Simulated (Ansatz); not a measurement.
# Cold compression of TaN (NiAs type)

```yaml
crystal:
  lattice:
    - [2.91733, 0.00000, 0.00000]
    - [-1.45867, 2.52648, 0.00000]
    - [0.00000, 0.00000, 5.91558]
  atoms:
    - { symbol: Ta, position: [0.00000, 0.00000, 0.00000] }
    - { symbol: Ta, position: [0.00000, 0.00000, 0.50000] }
    - { symbol: N, position: [0.33333, 0.66667, 0.25000] }
    - { symbol: N, position: [0.66667, 0.33333, 0.75000] }
```

The cell comes from a relaxation on PAW files under the same functional, begun from a prototype that needn't be the stable phase.

Its volume is scaled, and at each volume shape and atoms are relaxed on PAW files; all methods then take that cell.

Computed with Ansatz 0.2.0; functional PBE, scalar-relativistic. Settings: a Γ-centred 11×11×6 k mesh, Fermi–Dirac smearing of 0.08 eV, no spin polarisation. Methods: LAPW: all electrons, basis error target 1 meV/atom; PAW: frozen-core files, cutoff 420 eV; crystal datasets: all electrons, by PAW datasets that the program makes for each cell; norm-conserving: pseudopotentials, cutoff 1240 eV; PAW (cutoff 250 eV): frozen-core files, cutoff 250 eV.

Energies are extrapolated to zero smearing and count from the unscaled cell; pressure is positive in compression; gaps take the mesh and a band path. No temperature or zero-point motion is included.

Spin–orbit coupling is left out, which matters for the heavy atoms.

| V/V0 | V (Å³/atom) | P LAPW (GPa) | ΔE LAPW (eV/atom) | P PAW − LAPW (GPa) | ΔE PAW − LAPW (meV/atom) | space group | shortest distance (Å) |
| --- | --- | --- | --- | --- | --- | --- | --- |
| 1.00 | 10.90 | 0.15 | 0.000 | -0.14 | 0.0 | P6_3/mmc | 2.241 |
| 0.94 | 10.25 | 23.0 | 0.044 | 0.07 | -0.2 | P6_3/mmc | 2.197 |
| 0.88 | 9.59 | ? | ? | ? | ? | ? | ? |
| 0.80 | 8.72 | 115.8 | 0.650 | 1.20 | 5.0 | P6_3/mmc | 2.085 |
| 0.72 | 7.85 | 211.9 | 1.521 | 2.63 | 14.9 | P6_3/mmc | 2.016 |
| 0.64 | 6.98 | 365.3 | 3.059 | 5.31 | 35.4 | P6_3/mmc | 1.943 |
| 0.55 | 6.00 | 659.4 | 6.109 | 10.72 | 81.1 | P6_3/mmc | 1.855 |

(1) Fit the Vinet equation to the LAPW pressures shown (residuals weighted by 1/(|P| + 0.03·Pmax)), and predict the pressure of the withheld row.

(2) From the table, what is the rise of the enthalpy H = E + pV up to the last row, and how stiff is the crystal between the last two rows?

(3) At the smallest volume, how far do crystal datasets and norm-conserving and PAW (cutoff 250 eV) lie from LAPW in pressure?

(4) How do the Löwdin populations by LAPW change from the unscaled cell to the last row?

## Answers

(1) The fit gives V0 = 10.91 Å³/atom, B0 = 319 GPa and B0′ = 4.45. At 9.59 Å³/atom, x = (V/V0)^(1/3) = 0.9581, and P = 3·B0·(1 − x)/x²·exp[1.5·(B0′ − 1)·(1 − x)] = 54.3 GPa. The run itself gave 54.4 GPa (-0.2 % off) and ΔE = 0.199 eV/atom.

(2) ΔH = 6.109 eV + (659.4 GPa × 6.00 Å³ − 0.15 GPa × 10.90 Å³) × 0.006242 eV/(GPa·Å³) = 30.77 eV/atom, of which pV makes 80 %. The mean bulk modulus there is −ΔP/Δln V = 1940 GPa.

(3) crystal datasets: 0.00 GPa; norm-conserving: -0.50 GPa; PAW (cutoff 250 eV): +19.83 GPa, on a LAPW pressure of 659.4 GPa.

(4) Ta 5s 1.96 → 1.87, Ta 6s 0.50 → 0.42, Ta 5p 5.99 → 5.93, Ta 5d 3.80 → 4.33, N 2s 1.51 → 1.28, N 2p 4.19 → 4.15 electrons an atom. These are projections on the shells that the free atoms fill; 0.13 e a cell lies outside them at the start and 0.12 e at the end.
